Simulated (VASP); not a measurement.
# LaB6: B into a neighbouring B vacancy

Aim: the barrier for one hop in LaB6: B into a neighbouring B vacancy. The start is a cell from a database of measured crystal structures.

Method: PBE; plane waves and PAW (La, B), in VASP 6.6.1.

### 1. The host crystal

Symmetry: Pm-3m, No. 221, cubic system. The conventional cell has a = 4.157 Å, b = 4.157 Å, c = 4.157 Å, α = 90.00°, β = 90.00°, γ = 90.00°. Nearest to La lie 24 B at 3.05 Å. Nearest to B lie 6 B at 1.64 to 2.51 Å and 4 La at 3.05 Å. Farther neighbours are not listed.

### 2. Relax the host

The later steps need the crystal at this functional's own lattice; a raised cutoff keeps the stress reliable while the cell changes.

INCAR

```
SYSTEM = LaB6
PREC = Accurate
ENCUT = 420
EDIFF = 1E-06
NELM = 120
ISMEAR = 0
SIGMA = 0.1
LREAL = .FALSE.
ALGO = Normal
GGA = PE
NBANDS = 21
LASPH = .TRUE.
LORBIT = 11
LWAVE = .FALSE.
LCHARG = .FALSE.
KPAR = 5
IBRION = 2
NSW = 40
ISIF = 3
EDIFFG = -0.02
POTIM = 0.4
```

POSCAR

```
LaB6
1.0
    4.1570000000      0.0000000000      0.0000000000
    0.0000000000      4.1570000000      0.0000000000
    0.0000000000      0.0000000000      4.1570000000
La B
1 6
Direct
    0.0000000000      0.0000000000      0.0000000000
    0.5000000000      0.5000000000      0.8025000000
    0.5000000000      0.5000000000      0.1975000000
    0.5000000000      0.8025000000      0.5000000000
    0.8025000000      0.5000000000      0.5000000000
    0.5000000000      0.1975000000      0.5000000000
    0.1975000000      0.5000000000      0.5000000000
```

KPOINTS

```
Automatic mesh
0
Gamma
5 5 5
0 0 0
```

Potentials, in the order of the species: La and B (PBE family, release 64).

The run is started by

```
mpirun -np 5 vasp_std
```

What it wrote:

```text
[banner, memory and clock lines left out]
running    5 mpi-ranks, on    1 nodes
 distrk:  each k-point on    1 cores,    5 groups
 distr:  one band on    1 cores,    1 groups

 POSCAR found type information on POSCAR LaB
 POSCAR found :  2 types and       7 ions
|                                                                             |
|           W    W    AA    RRRRR   N    N  II  N    N   GGGG   !!!           |
|           W    W   A  A   R    R  NN   N  II  NN   N  G    G  !!!           |
|           W    W  A    A  R    R  N N  N  II  N N  N  G       !!!           |
|           W WW W  AAAAAA  RRRRR   N  N N  II  N  N N  G  GGG   !            |
|           WW  WW  A    A  R   R   N   NN  II  N   NN  G    G                |
|           W    W  A    A  R    R  N    N  II  N    N   GGGG   !!!           |
|                                                                             |
|     For optimal performance we recommend to set                             |
|       NCORE = 2 up to number-of-cores-per-socket                            |
|     NCORE specifies how many cores store one orbital (NPAR=cpu/NCORE).      |
|     This setting can greatly improve the performance of VASP for DFT.       |
|     The default, NCORE=1 might be grossly inefficient on modern             |
|     multi-core architectures or massively parallel machines. Do your        |
|     Unfortunately you need to use the default for GW and RPA                |
|     calculations (for HF NCORE is supported but not extensively tested      |
|     yet).                                                                   |
|                                                                             |

 LDA part: xc-table for (Slater+PW92), standard interpolation
 POSCAR, INCAR and KPOINTS ok, starting setup
 FFT: planning ... GRIDC
 FFT: planning ... GRID_SOFT
 FFT: planning ... GRID
 WAVECAR not read
 entering main loop
       N       E                     dE             d eps       ncg     rms          rms(c)
DAV:   1     0.201501275351E+03    0.20150E+03   -0.99598E+03   444   0.146E+03
DAV:   2    -0.265159906350E+02   -0.22802E+03   -0.20848E+03   526   0.279E+02
DAV:   3    -0.523388176189E+02   -0.25823E+02   -0.24753E+02   670   0.132E+02
DAV:   4    -0.532782508727E+02   -0.93943E+00   -0.93460E+00   745   0.204E+01
DAV:   5    -0.533167346030E+02   -0.38484E-01   -0.38432E-01   641   0.334E+00    0.901E+00
DAV:   6    -0.493302179239E+02    0.39865E+01   -0.98203E+00   641   0.174E+01    0.461E+00
DAV:   7    -0.490470714189E+02    0.28315E+00   -0.44312E+00   728   0.106E+01    0.189E+00
DAV:   8    -0.491656966650E+02   -0.11863E+00   -0.22498E+00   715   0.136E+01    0.146E+00
DAV:   9    -0.490289941098E+02    0.13670E+00   -0.34865E-01   702   0.460E+00    0.720E-01
DAV:  10    -0.490116315592E+02    0.17363E-01   -0.30097E-01   750   0.424E+00    0.265E-01
DAV:  11    -0.490090570728E+02    0.25745E-02   -0.20033E-02   696   0.132E+00    0.120E-01
DAV:  12    -0.490089623191E+02    0.94754E-04   -0.66398E-04   651   0.170E-01    0.871E-02
DAV:  13    -0.490085502476E+02    0.41207E-03   -0.26377E-03   723   0.437E-01    0.555E-03
DAV:  14    -0.490085596765E+02   -0.94289E-05   -0.10630E-04   688   0.781E-02    0.278E-03
DAV:  15    -0.490085600688E+02   -0.39236E-06   -0.33560E-06   582   0.117E-02
   1 F= -.49008560E+02 E0= -.49001867E+02  d E =-.490086E+02
 curvature:   0.00 expect dE= 0.000E+00 dE for cont linesearch  0.000E+00
 trial: gam= 0.00000 g(F)=  0.793E-01 g(S)=  0.151E-02 ort = 0.000E+00 (trialstep = 0.100E+01)
 search vector abs. value=  0.808E-01
 bond charge predicted
       N       E                     dE             d eps       ncg     rms          rms(c)
DAV:   1    -0.490042798960E+02    0.42798E-02   -0.48872E+00   480   0.121E+01    0.814E-01
DAV:   2    -0.489982812492E+02    0.59986E-02   -0.22242E-01   683   0.399E+00    0.434E-01
DAV:   3    -0.489913880959E+02    0.68932E-02   -0.57883E-02   656   0.134E+00    0.104E-01
DAV:   4    -0.489910485868E+02    0.33951E-03   -0.11815E-02   697   0.855E-01    0.917E-02
DAV:   5    -0.489908399179E+02    0.20867E-03   -0.10487E-03   712   0.231E-01    0.197E-02
DAV:   6    -0.489908492097E+02   -0.92918E-05   -0.92670E-05   707   0.650E-02    0.100E-02
DAV:   7    -0.489908477122E+02    0.14975E-05   -0.18478E-05   691   0.310E-02    0.241E-03
DAV:   8    -0.489908482996E+02   -0.58746E-06   -0.14139E-06   572   0.897E-03
   2 F= -.48990848E+02 E0= -.48984732E+02  d E =0.177118E-01
 trial-energy change:    0.017712  1 .order    0.017771   -0.080795    0.116336
 step:   0.4099(harm=  0.4099)  dis= 0.00926  next Energy=   -49.025117 (dE=-0.166E-01)
 bond charge predicted
       N       E                     dE             d eps       ncg     rms          rms(c)
DAV:   1    -0.490296164481E+02   -0.38769E-01   -0.17062E+00   475   0.715E+00    0.476E-01
DAV:   2    -0.490278089619E+02    0.18075E-02   -0.78810E-02   710   0.233E+00    0.260E-01
DAV:   3    -0.490252360854E+02    0.25729E-02   -0.19066E-02   640   0.732E-01    0.561E-02
DAV:   4    -0.490251616752E+02    0.74410E-04   -0.33402E-03   686   0.432E-01    0.510E-02
DAV:   5    -0.490251039329E+02    0.57742E-04   -0.37546E-04   688   0.131E-01    0.952E-03
DAV:   6    -0.490251031853E+02    0.74756E-06   -0.28112E-05   639   0.343E-02    0.516E-03
DAV:   7    -0.490251022342E+02    0.95108E-06   -0.40535E-06   633   0.146E-02
   3 F= -.49025102E+02 E0= -.49018578E+02  d E =-.165422E-01
 curvature:  -0.20 expect dE=-0.287E-05 dE for cont linesearch -0.637E-07
 trial: gam=-0.00179 g(F)=  0.112E-05 g(S)=  0.129E-04 ort = 0.159E-03 (trialstep = 0.882E+00)
 search vector abs. value=  0.137E-04
 reached required accuracy - stopping structural energy minimisation
```

The job ended after 12 s (5 MPI ranks of AMD EPYC 9R14 (Zen 4), shared host; peak memory 0.76 GiB).

Lines that name or quote the potential files are left out of all logs, and their timing lines are given in words.

Parts of OUTCAR (step 2):

```text
ion  position               nearest neighbor table
   1  0.000  0.000  0.000-
   2  0.500  0.500  0.803-   3 1.64   4 1.78   5 1.78   6 1.78   7 1.78
   3  0.500  0.500  0.197-   2 1.64   4 1.78   5 1.78   6 1.78   7 1.78
   4  0.500  0.803  0.500-   6 1.64   3 1.78   5 1.78   2 1.78   7 1.78
   5  0.803  0.500  0.500-   7 1.64   3 1.78   4 1.78   6 1.78   2 1.78
   6  0.500  0.197  0.500-   4 1.64   3 1.78   2 1.78   5 1.78   7 1.78
   7  0.197  0.500  0.500-   5 1.64   3 1.78   4 1.78   2 1.78   6 1.78

  LATTYP: Found a simple cubic cell.
 ALAT       =     4.1570000000

 Subroutine GETGRP returns: Found 48 space group operations
 (whereof 48 operations were pure point group operations)

The static configuration has the point symmetry O_h .

 Found     10 irreducible k-points:

   k-points           NKPTS =     10   k-points in BZ     NKDIM =     10   number of bands    NBANDS=     21

   dimension x,y,z NGX =    28 NGY =   28 NGZ =   28
   dimension x,y,z NGXF=    56 NGYF=   56 NGZF=   56

   ENCUT  =  420.0 eV  30.87 Ry    5.56 a.u.   6.95  6.95  6.95*2*pi/ulx,y,z

   NELECT =      29.0000    total number of electrons

 k-points in reciprocal lattice and weights: Automatic mesh
   0.00000000  0.00000000  0.00000000       0.008
   0.20000000  0.00000000  0.00000000       0.048
   0.40000000  0.00000000  0.00000000       0.048
   0.20000000  0.20000000  0.00000000       0.096
   0.40000000  0.20000000  0.00000000       0.192
   0.40000000  0.40000000  0.00000000       0.096
   0.20000000  0.20000000  0.20000000       0.064
   0.40000000  0.20000000  0.20000000       0.192
   0.40000000  0.40000000  0.20000000       0.192
   0.40000000  0.40000000  0.40000000       0.064

 average (electrostatic) potential at core
       1 -95.8304       2 -24.0171       3 -24.0171       4 -24.0171       5 -24.0171
       6 -24.0171       7 -24.0171

 E-fermi :   8.4950

 k-point     1 :       0.0000    0.0000    0.0000
  band No.  band energies     occupation
    ...
     10       1.6108      2.00000
     11       1.6108      2.00000
     12       6.7175      2.00000
     13       6.7175      2.00000
     14       6.7175      2.00000
     15       8.7973      0.00002
     16       8.7973      0.00002
     17       8.7973      0.00002
     18      10.0913      0.00000
     19      10.0913      0.00000
    ...

 k-point     2 :       0.2000    0.0000    0.0000
  band No.  band energies     occupation
    ...
     11       3.3020      2.00000
     12       5.9077      2.00000
     13       5.9077      2.00000
     14       6.8378      2.00000
     15       7.5036      2.00000
     16       9.6678      0.00000
     17       9.6678      0.00000
     18      10.1619      0.00000
     19      10.4824      0.00000
     20      10.5688      0.00000
    ...

 k-point     3 :       0.4000    0.0000    0.0000
  band No.  band energies     occupation
    ...
     11       5.0776      2.00000
     12       5.2092      2.00000
     13       5.2092      2.00000
     14       6.2912      2.00000
     15       7.0584      2.00000
     16      10.0987      0.00000
     17      10.1344      0.00000
     18      10.1344      0.00000
     19      10.6153      0.00000
     20      10.6153      0.00000
    ...

  Total        0.0279245      0.0279245      0.0279245      0.0000000     -0.0000000      0.0000000
  in kB        0.6240852      0.6240852      0.6240852      0.0000000     -0.0000000      0.0000000
  external PRESSURE =       0.6240852 kB  Pullay stress =       0.0000000 kB

  energy-cutoff  :      420.00
  volume of cell :       71.69
      direct lattice vectors                 reciprocal lattice vectors
     4.154165622  0.000000000 -0.000000000     0.240722227 -0.000000000 -0.000000000
     0.000000000  4.154165622 -0.000000000    -0.000000000  0.240722227 -0.000000000
     0.000000000  0.000000000  4.154165622     0.000000000  0.000000000  0.240722227

 POSITION                                       TOTAL-FORCE (eV/Angst)
 -----------------------------------------------------------------------------------
      4.15417      0.00000     -0.00000        -0.000000      0.000000     -0.000000
      2.07708      2.07708      3.32449        -0.000000      0.000000     -0.002198
      2.07708      2.07708      0.82968        -0.000000      0.000000      0.002198
      2.07708      3.32449      2.07708        -0.000000     -0.002198     -0.000000
      3.32449      2.07708      2.07708        -0.002198      0.000000     -0.000000
      2.07708      0.82968      2.07708        -0.000000      0.002198     -0.000000
      0.82968      2.07708      2.07708         0.002198      0.000000     -0.000000
 -----------------------------------------------------------------------------------
    total drift:                                0.000000      0.000000     -0.000000

  FREE ENERGIE OF THE ION-ELECTRON SYSTEM (eV)
  ---------------------------------------------------
  free  energy   TOTEN  =       -49.0251022342 eV

  energy  without entropy=      -49.0120543367  energy(sigma->0) =      -49.01857829

 reached required accuracy - stopping structural energy minimisation

 total charge
# of ion       s       p       d       f       tot
--------------------------------------------------
    1        1.992   5.659   0.633   0.230   8.514
    2        0.695   1.361   0.000   0.000   2.056
    3        0.695   1.361   0.000   0.000   2.056
    4        0.695   1.361   0.000   0.000   2.056
    5        0.695   1.361   0.000   0.000   2.056
    6        0.695   1.361   0.000   0.000   2.056
    7        0.695   1.361   0.000   0.000   2.056
--------------------------------------------------
tot          6.164  13.823   0.633   0.230  20.849

[... 3 further parts left out ...]
```

CONTCAR:

```
LaB6
   1.00000000000000
     4.1541656221365253    0.0000000000000000   -0.0000000000000000
     0.0000000000000000    4.1541656221365253   -0.0000000000000000
     0.0000000000000000    0.0000000000000000    4.1541656221365253
  La              B
     1     6
Direct
     1.0000000000000000    0.0000000000000000    0.0000000000000000
     0.5000000000000000    0.5000000000000000    0.8002787562096911
     0.5000000000000000    0.5000000000000000    0.1997212437903089
     0.5000000000000000    0.8002787562096911    0.5000000000000000
     0.8002787562096911    0.5000000000000000    0.5000000000000000
     0.5000000000000000    0.1997212437903089    0.5000000000000000
     0.1997212437903089    0.5000000000000000    0.5000000000000000
```

This run has no spin polarisation. Its electron count is odd, so without a moment it is a metal by construction. The k-mesh is coarse for a metal. The run keeps the 48 symmetry operations of its start, so it cannot find a distortion of lower symmetry.

Relaxation path:

```csv
step,energy less that of the first step (eV),largest force (eV/Å),pressure (GPa),volume (Å³)
1,0.0000,0.5852,-0.67,71.84
2,0.0177,0.8356,1.40,71.48
3,-0.0165,0.0022,0.06,71.69
```

```csv
"conventional cell, symmetrised",before,after,change
a (Å),4.157,4.154,-0.1 %
b (Å),4.157,4.154,-0.1 %
c (Å),4.157,4.154,-0.1 %
volume (Å³/atom),10.26,10.24,-0.2 %
```

Final coordinates:

```
La B
1.0
     4.15417    0.00000    0.00000
     0.00000    4.15417    0.00000
     0.00000    0.00000    4.15417
La B
1 6
Cartesian
  0.0000 0.0000 0.0000
  2.0771 2.0771 3.3245
  2.0771 2.0771 0.8297
  2.0771 3.3245 2.0771
  3.3245 2.0771 2.0771
  2.0771 0.8297 2.0771
  0.8297 2.0771 2.0771
```

This step gave:

```yaml
electronic_cycles: 30
electrons: 29
free_energy_toten: -49.03 eV
energy_at_zero_smearing: -49.02 eV
fermi_energy: 8.495 eV
labelled_metallic_from_the_levels_on_this_mesh: yes
```

The run ended after 3 ionic steps, 0.017 eV below its first step, once forces and stress met EDIFFG = -0.02.

(Part 1 of 5 ends here.)

[Lines on the potential files, build, host, timing and source positions are cut from VASP's logs without a mark.]

[Logs are printed without paths, hosts, clocks, repeated set-up lines and the standing remarks that a program may print on its own settings, such as how far it seeks lower states.]

[Hosts, paths, dates, database ids (printed as entryN), source tags and the programs' standing remarks are cut or masked in the printed files.]

[Runs that stopped without an error message from VASP are left out.]
